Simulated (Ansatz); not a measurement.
Input, command and steps of an Ansatz relaxation.

```yaml
crystal:
  lattice:
    - [4.177831812, 0.0, 0.0]
    - [0.0, 4.177831812, 0.0]
    - [0.0, 0.0, 4.177831812]
  atoms:
    - { symbol: Nb, position: [0.0, 0.5, 0.5] }
    - { symbol: Nb, position: [0.5, 0.0, 0.5] }
    - { symbol: Nb, position: [0.5, 0.5, 0.0] }
    - { symbol: Sn, position: [0.0, 0.0, 0.0] }
basis:
  ecutwfc: 420
kpoints:
  mp_grid: { grid: [4, 4, 4] }
hamiltonian:
  xc: pbe
scf:
  occupations: { method: gaussian, width: 0.1 }
  lower_state_search: "off"
output:
  forces: true
  stress: true
  eigenvalues: true
relax:
  adjacent_minimum: "off"
  f_tol: 0.04
  max_steps: 70
  cell: { stress_tol: 0.4 }
```

```bash
ansatz run input.yaml --threads 1 --pin off --max-ram 2560MiB --backend cpu --events-out ev --progress --plain --runs-dir out
```

Computed with Ansatz, DFT PBE, scalar-relativistic, plane waves, PAW.

Of 5 frames 5 are shown, positions in Å and forces in eV/Å; the SCF threshold varies from step to step. Steps run on the plane waves of an earlier cell, with a Pulay correction in the pressure. The basis is chosen afresh for the last frame, the zero of the energies, and at times for earlier ones too; energy and pressure step there, also at an unchanged geometry. The mark taken_back stands on steps that the optimiser undid.

```xyz
4
Lattice="4.1778 0.0000 0.0000 0.0000 4.1778 0.0000 0.0000 0.0000 4.1778" Properties=species:S:1:pos:R:3:forces:R:3 pbc="T T T" step=1 free_energy_over_end_meV_per_atom=13.29 pressure_GPa=6.38
Nb    0.0000    2.0889    2.0889    0.0000    0.0000    0.0000
Nb    2.0889    0.0000    2.0889    0.0000    0.0000    0.0000
Nb    2.0889    2.0889    0.0000    0.0000    0.0000    0.0000
Sn    0.0000    0.0000    0.0000    0.0000    0.0000    0.0000
4
Lattice="4.3776 0.0000 0.0000 0.0000 4.3776 0.0000 0.0000 0.0000 4.3776" Properties=species:S:1:pos:R:3:forces:R:3 pbc="T T T" step=2 free_energy_over_end_meV_per_atom=93.20 pressure_GPa=-13.20 taken_back
Nb    0.0000    2.1888    2.1888    0.0000    0.0000    0.0000
Nb    2.1888    0.0000    2.1888    0.0000    0.0000    0.0000
Nb    2.1888    2.1888    0.0000    0.0000    0.0000    0.0000
Sn    0.0000    0.0000    0.0000    0.0000    0.0000    0.0000
4
Lattice="4.2389 0.0000 0.0000 0.0000 4.2389 0.0000 0.0000 0.0000 4.2389" Properties=species:S:1:pos:R:3:forces:R:3 pbc="T T T" step=3 free_energy_over_end_meV_per_atom=0.61 pressure_GPa=-1.00
Nb    0.0000    2.1194    2.1194    0.0000    0.0000    0.0000
Nb    2.1194    0.0000    2.1194    0.0000    0.0000    0.0000
Nb    2.1194    2.1194    0.0000    0.0000    0.0000    0.0000
Sn    0.0000    0.0000    0.0000    0.0000    0.0000    0.0000
4
Lattice="4.2304 0.0000 0.0000 0.0000 4.2304 0.0000 0.0000 0.0000 4.2304" Properties=species:S:1:pos:R:3:forces:R:3 pbc="T T T" step=4 free_energy_over_end_meV_per_atom=0.20 pressure_GPa=-0.06
Nb    0.0000    2.1152    2.1152    0.0000    0.0000    0.0000
Nb    2.1152    0.0000    2.1152    0.0000    0.0000    0.0000
Nb    2.1152    2.1152    0.0000    0.0000    0.0000    0.0000
Sn    0.0000    0.0000    0.0000    0.0000    0.0000    0.0000
4
Lattice="4.2304 0.0000 0.0000 0.0000 4.2304 0.0000 0.0000 0.0000 4.2304" Properties=species:S:1:pos:R:3:forces:R:3 pbc="T T T" step=5 free_energy_over_end_meV_per_atom=0.00 pressure_GPa=-0.06
Nb    0.0000    2.1152    2.1152    0.0000    0.0000    0.0000
Nb    2.1152    0.0000    2.1152    0.0000    0.0000    0.0000
Nb    2.1152    2.1152    0.0000    0.0000    0.0000    0.0000
Sn    0.0000    0.0000    0.0000    0.0000    0.0000    0.0000
```

The start puts this composition into another compound's structure type, which needn't suit it. At the end the space group is Pm-3m (tolerance 0.05 Å).

Time: 8.5 s on 1 thread of Arm Neoverse V1 (shared host), peak memory 0.33 GiB.

The k mesh is coarse.